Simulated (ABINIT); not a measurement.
# GaP (F-43m) in ABINIT: settings compared, part 2 of 2

ABINIT 10.8.3 (patched build).

## 3. Single point, LDA (cell relaxed)

run.abi reads:

```
# Pseudopotentials
pp_dirpath "./"
pseudos "Ga.upf, P.upf"

# Structure
acell 7.2000502457 7.2000502457 7.2000502457
rprim
     0.0000000000     0.7071067812     0.7071067812
     0.7071067812     0.0000000000     0.7071067812
     0.7071067812     0.7071067812     0.0000000000
ntypat 2
znucl 31 15
natom 2
typat 1 2
xred
     0.0000000000     0.0000000000     0.0000000000
     0.7500000000     0.7500000000     0.7500000000
chkprim 0
chksymtnons 0
tolsym 1.0e-6

# Plane-wave basis
ecut 40.0

# k points
kptopt 1
ngkpt 6 6 6
nshiftk 1
shiftk 0.0 0.0 0.0

# Exchange and correlation
ixc 7

# Bands and occupations
nband 13
occopt 3
tsmear 0.05 eV

# SCF cycle
nstep 100
tolvrs 1.0e-10

# Output
iomode 3
prtwf 0
prtden 0
prteig 0
prtebands 0
enunit 2
prtvol 2
```

Potentials or basis: PseudoDojo NC SR LDA v0.4.1 standard.

Launch:

```
$ mpirun --bind-to none -np 4 abinit run.abi > log 2>&1
```

run.abo:

```text
.Version 10.8.3 of ABINIT
 Symmetries : space group F-4 3 m (#216); Bravais cF (face-center cubic)
================================================================================
 Values of the parameters that define the memory need of the present run
     intxc =       0    ionmov =       0      iscf =       7    lmnmax =       6
     lnmax =       6     mgfft =      45  mpssoang =       3    mqgrid =    3001
     natom =       2  nloc_mem =       1    nspden =       1   nspinor =       1
    nsppol =       1      nsym =      24    n1xccc =    2501    ntypat =       2
    occopt =       3   xclevel =       1
       mpw =        3206          nfft =       91125          nkpt =          16
================================================================================
================================================================================

--------------------------------------------------------------------------------
------------- Echo of variables that govern the present computation ------------
--------------------------------------------------------------------------------
 -outvars: echo values of preprocessed input variables --------
            acell      7.2000502457E+00  7.2000502457E+00  7.2000502457E+00 Bohr
              amu      6.97230000E+01  3.09737620E+01
          chkprim           0
      chksymtnons           0
             ecut      4.00000000E+01 Hartree
           enunit           2
              ixc           7
         kptrlatt        6    0    0      0    6    0      0    0    6
          kptrlen      4.32003015E+01
            natom           2
            nband          13
            ngfft          45      45      45
             nkpt          16
            nstep         100
             nsym          24
           ntypat           2
           occopt           3
           prtden           0
        prtebands           0
           prteig           0
           prtvol           2
            prtwf           0
            rprim      0.0000000000E+00  7.0710678120E-01  7.0710678120E-01
                       7.0710678120E-01  0.0000000000E+00  7.0710678120E-01
                       7.0710678120E-01  7.0710678120E-01  0.0000000000E+00
          spgroup         216
           tolsym      1.00000000E-06
           tolvrs      1.00000000E-10
           tsmear      1.83746611E-03 Hartree
            typat      1  2
           xangst      0.0000000000E+00  0.0000000000E+00  0.0000000000E+00
                       4.0412239773E+00  4.0412239773E+00  4.0412239773E+00
            xcart      0.0000000000E+00  0.0000000000E+00  0.0000000000E+00
                       7.6368065306E+00  7.6368065306E+00  7.6368065306E+00
             xred      0.0000000000E+00  0.0000000000E+00  0.0000000000E+00
                       7.5000000000E-01  7.5000000000E-01  7.5000000000E-01
            znucl       31.00000   15.00000

================================================================================

 chkinp: Checking input parameters for consistency.

================================================================================
== DATASET  1 ==================================================================

--- !DatasetInfo
iteration_state: {dtset: 1, }
dimensions: {natom: 2, nkpt: 16, mband: 13, nsppol: 1, nspinor: 1, nspden: 1, mpw: 3206, }
cutoff_energies: {ecut:  40.0, pawecutdg:  -1.0, }
electrons: {nelect:   1.80000000E+01, charge:   0.00000000E+00, occopt:   3.00000000E+00, tsmear:   1.83746611E-03, }
meta: {optdriver: 0, ionmov: 0, optcell: 0, iscf: 7, paral_kgb: 0, }
...

 Exchange-correlation functional for the present dataset will be:
  LDA: Perdew-Wang 92 LSD fit to Ceperley-Alder data - ixc=7
[... 245 lines left out ...]
   2.00000    0.00000    0.00000    0.00000    0.00000
 kpt#  15, nband= 13, wtk=  0.11111, kpt= -0.3333  0.3333  0.1667 (reduced coord)
  -0.37824   -0.37323   -0.37249   -0.37106   -0.37029   -0.19513   -0.07610    0.02446
   0.07124    0.31010    0.33101    0.40097    0.45325
      occupation numbers for kpt#  15
   2.00000    2.00000    2.00000    2.00000    2.00000    2.00000    2.00000    2.00000
   2.00000    0.00000    0.00000    0.00000    0.00000
 kpt#  16, nband= 13, wtk=  0.05556, kpt= -0.3333  0.5000  0.1667 (reduced coord)
  -0.37866   -0.37276   -0.37219   -0.37145   -0.37007   -0.18281   -0.08427    0.03659
   0.04035    0.29070    0.29909    0.44458    0.44626
      occupation numbers for kpt#  16
   2.00000    2.00000    2.00000    2.00000    2.00000    2.00000    2.00000    2.00000
   2.00000    0.00000    0.00000    0.00000    0.00000
 Fermi (or HOMO) energy (eV) =   5.27827   Average Vxc (eV)= -10.31373
 Eigenvalues (   eV  ) for nkpt=  16  k points:
 kpt#   1, nband= 13, wtk=  0.00463, kpt=  0.0000  0.0000  0.0000 (reduced coord)
 -10.19364  -10.19364  -10.19364  -10.08451  -10.08451   -8.21813    4.56618    4.56618
   4.56618    6.45349    8.34899    8.34899    8.34899
 kpt#   2, nband= 13, wtk=  0.03704, kpt=  0.1667  0.0000  0.0000 (reduced coord)
 -10.21857  -10.18498  -10.18498  -10.08443  -10.08443   -7.84561    2.09648    4.16923
   4.16923    6.96142    8.92434    8.92434    9.57753
 kpt#   3, nband= 13, wtk=  0.03704, kpt=  0.3333  0.0000  0.0000 (reduced coord)
 -10.26200  -10.17117  -10.17117  -10.08056  -10.08056   -6.84708   -0.83780    3.60603
   3.60603    6.40329    9.29853    9.29853   12.14480
 kpt#   4, nband= 13, wtk=  0.01852, kpt=  0.5000  0.0000  0.0000 (reduced coord)
 -10.28160  -10.16646  -10.16646  -10.07634  -10.07634   -6.02087   -2.34900    3.38568
   3.38568    6.17119    9.18904    9.18904   12.68785
 kpt#   5, nband= 13, wtk=  0.02778, kpt=  0.1667  0.1667  0.0000 (reduced coord)
 -10.23343  -10.17631  -10.17631  -10.09297  -10.07848   -7.72241    2.26661    3.49619
   3.49619    7.21791    8.38459    9.94717    9.94717
 kpt#   6, nband= 13, wtk=  0.11111, kpt=  0.3333  0.1667  0.0000 (reduced coord)
 -10.26590  -10.16418  -10.16037  -10.09717  -10.07355   -6.92154   -0.01340    2.66203
[... 16 lines left out ...]
 kpt#  12, nband= 13, wtk=  0.05556, kpt= -0.3333  0.3333  0.0000 (reduced coord)
 -10.29308  -10.15178  -10.13861  -10.09720  -10.07698   -5.31303   -2.00660    0.28126
   2.50936    6.92225   10.55024   11.91760   12.18379
 kpt#  13, nband= 13, wtk=  0.01389, kpt=  0.5000  0.5000  0.0000 (reduced coord)
 -10.31937  -10.12558  -10.12144  -10.12144  -10.06040   -5.05487   -2.45076    1.73730
   1.73730    5.99927    6.21470   15.25165   15.25168
 kpt#  14, nband= 13, wtk=  0.11111, kpt=  0.5000  0.3333  0.1667 (reduced coord)
 -10.28616  -10.15598  -10.14347  -10.10079  -10.07256   -6.02516   -1.16823    1.13519
   2.39341    8.11590    8.83424    9.68235   12.67308
 kpt#  15, nband= 13, wtk=  0.11111, kpt= -0.3333  0.3333  0.1667 (reduced coord)
 -10.29233  -10.15610  -10.13610  -10.09698  -10.07613   -5.30985   -2.07081    0.66561
   1.93847    8.43833    9.00727   10.91092   12.33360
 kpt#  16, nband= 13, wtk=  0.05556, kpt= -0.3333  0.5000  0.1667 (reduced coord)
 -10.30399  -10.14334  -10.12777  -10.10772  -10.07001   -4.97460   -2.29311    0.99556
   1.09798    7.91031    8.13867   12.09752   12.14332
 Total charge density [el/Bohr^3]
)     Maximum=    1.8999E+00  at reduced coord.    0.0444    0.0667    0.8889
)Next maximum=    1.8999E+00  at reduced coord.    0.0000    0.0667    0.8889
)     Minimum=    4.5367E-05  at reduced coord.    0.0000    0.0000    0.0000
)Next minimum=    1.9823E-03  at reduced coord.    0.7556    0.7556    0.7333
   Integrated=    1.8000E+01

--- !EnergyTerms
iteration_state     : {dtset: 1, }
comment             : Components of total free energy in Hartree
kinetic             :  6.50864861146081E+01
hartree             :  2.58100160979389E+01
xc                  : -2.26528615473485E+01
Ewald energy        : -4.87956704073654E+01
psp_core            :  2.15615748191405E+00
local_psp           : -6.80119726303177E+01
non_local_psp       : -3.69408913411068E+01
internal            : -8.33487362316773E+01
'-kT*entropy'       : -1.04095621969970E-09
total_energy        : -8.33487362327182E+01
total_energy_eV     : -2.26803465474289E+03
band_energy         : -3.93468617054189E+00
...

 Cartesian components of stress tensor (hartree/bohr^3)
  sigma(1 1)=  1.19199994E-06  sigma(3 2)=  0.00000000E+00
  sigma(2 2)=  1.19199994E-06  sigma(3 1)=  0.00000000E+00
  sigma(3 3)=  1.19199994E-06  sigma(2 1)=  0.00000000E+00

-Cartesian components of stress tensor (GPa)         [Pressure= -3.5070E-02 GPa]
- sigma(1 1)=  3.50698490E-02  sigma(3 2)=  0.00000000E+00
- sigma(2 2)=  3.50698490E-02  sigma(3 1)=  0.00000000E+00
- sigma(3 3)=  3.50698490E-02  sigma(2 1)=  0.00000000E+00

== END DATASET(S) ==============================================================
================================================================================

 -outvars: echo values of variables after computation  --------
            acell      7.2000502457E+00  7.2000502457E+00  7.2000502457E+00 Bohr
           etotal     -8.3348736233E+01
            fcart     -4.1318889097E-31 -4.1318889097E-31  1.2395666729E-30
                       4.1318889097E-31  4.1318889097E-31 -1.2395666729E-30
            rprim      0.0000000000E+00  7.0710678120E-01  7.0710678120E-01
                       7.0710678120E-01  0.0000000000E+00  7.0710678120E-01
                       7.0710678120E-01  7.0710678120E-01  0.0000000000E+00
           strten      1.1919999401E-06  1.1919999401E-06  1.1919999401E-06
                       0.0000000000E+00  0.0000000000E+00  0.0000000000E+00
           xangst      0.0000000000E+00  0.0000000000E+00  0.0000000000E+00
                       4.0412239773E+00  4.0412239773E+00  4.0412239773E+00
             xred      0.0000000000E+00  0.0000000000E+00  0.0000000000E+00
                       7.5000000000E-01  7.5000000000E-01  7.5000000000E-01
 Calculation completed.
```

Wall time 7.5 s (4 MPI ranks of Intel Xeon Platinum 8488C (Sapphire Rapids), shared host); peak memory 0.28 GiB.

Results:

| Item | Value |
| --- | --- |
| Free energy | -2268.0347 eV |
| Pressure | 0.0 GPa |
| Band gap on the k mesh | 1.43 eV, indirect (least direct gap 1.89 eV) |
| Valence electrons inside the program's atomic spheres | Ga 10.88; P 2.80 |

Levels at points of the mesh, in eV from the valence-band top:
```csv
k point,band 6,band 7,band 8,band 9,band 10,band 11,band 12,band 13
"(0.00, 0.00, 0.00)",-12.78,0.00,0.00,0.00,1.89,3.78,3.78,3.78
"(0.50, 0.00, 0.00)",-10.59,-6.92,-1.18,-1.18,1.61,4.62,4.62,8.12
"(0.50, 0.50, 0.00)",-9.62,-7.02,-2.83,-2.83,1.43,1.65,10.69,10.69
```

A k mesh can miss the band edges.

## 4. Single point, PBE, spin-orbit coupling, no magnetisation

run.abi reads:

```
pp_dirpath "./"
pseudos "Ga.upf, P.upf"

acell 3.8540855109 3.8540855109 3.8540855109 Angstrom
rprim
     0.0000000000     0.7071067812     0.7071067812
     0.7071067812     0.0000000000     0.7071067812
     0.7071067812     0.7071067812     0.0000000000
ntypat 2
znucl 31 15
natom 2
typat 1 2
xcart
     0.0000000000     0.0000000000     0.0000000000
     7.7249641817     7.7249641817     7.7249641817

ecut 36.0

kptopt 1
ngkpt 6 6 6
nshiftk 1
shiftk 0.0 0.0 0.0

ixc 11

nband 26
occopt 3
tsmear 0.05 eV

nspinor 2
nspden 1
so_psp 2*1

nstep 100
tolvrs 1.0e-10

iomode 3
prtwf 0
prtden 0
prteig 0
prtebands 0
```

Potentials or basis: PseudoDojo NC FR PBE v0.4 standard.

Launch:

```
$ mpirun --bind-to none -np 4 abinit run.abi > log 2>&1
```

It took 33 s on 4 MPI ranks of Intel Xeon Platinum 8559C (Emerald Rapids), shared host; peak memory 0.32 GiB.

It converged, with:

```yaml
Free_energy: -2269.8554 eV
Pressure: 1.7 GPa
Band_gap_on_the_k_mesh: 1.62 eV, indirect (least direct gap 1.79 eV)
Valence_electrons_inside_the_program's_atomic_spheres: Ga 10.83; P 2.79
```

Levels at points of the mesh, in eV from the valence-band top:
```csv
k point,band 16,band 17,band 18,band 19,band 20,band 21
"(0.00, 0.00, 0.00)",0.00,0.00,0.00,1.79,1.79,3.75
"(0.50, 0.00, 0.00)",-1.18,-1.11,-1.11,1.64,1.64,4.66
"(0.50, 0.50, 0.00)",-2.72,-2.70,-2.70,1.62,1.62,1.79
```

## 5. The runs side by side

```csv
task,level,potentials or basis,spin,cell,cutoff (eV),cell freedom (optcell),optimiser (ionmov),cutoff smearing ecutsm (Ha),force stop (Ha/bohr),gap on the mesh (eV),pressure (GPa)
relaxation of cell and atoms,LDA,PseudoDojo NC SR LDA v0.4.1 standard,off,relaxed,1088,2,2,0.5,2e-05,1.43,0.0
single point,LDA,PseudoDojo NC SR LDA v0.4.1 standard,off,cell relaxed,1088,-,-,-,-,1.43,0.0
single point,PBE,PseudoDojo NC FR PBE v0.4 standard,"SOC, no magnetisation",as given,980,-,-,-,-,1.62,1.7
```

Alike in all rows: k mesh 6 × 6 × 6; smearing fermi-dirac 0.05 eV.

Absolute energies hang on the potentials; compare differences alone.

## 6. How close it comes

Step 4. A measured gap of GaP is 2.34 eV (indirect; 10 K; quoted in “Stacking defects in GaP nanowires: Electronic structure and optical properties”, 2018, arxiv:1810.01194); the calculated 1.62 eV misses it by -0.72 eV. The value is that of PBE on a finite k mesh, which can miss the band edges, without temperature or zero-point motion. Semilocal functionals fall short of measured gaps as a rule.
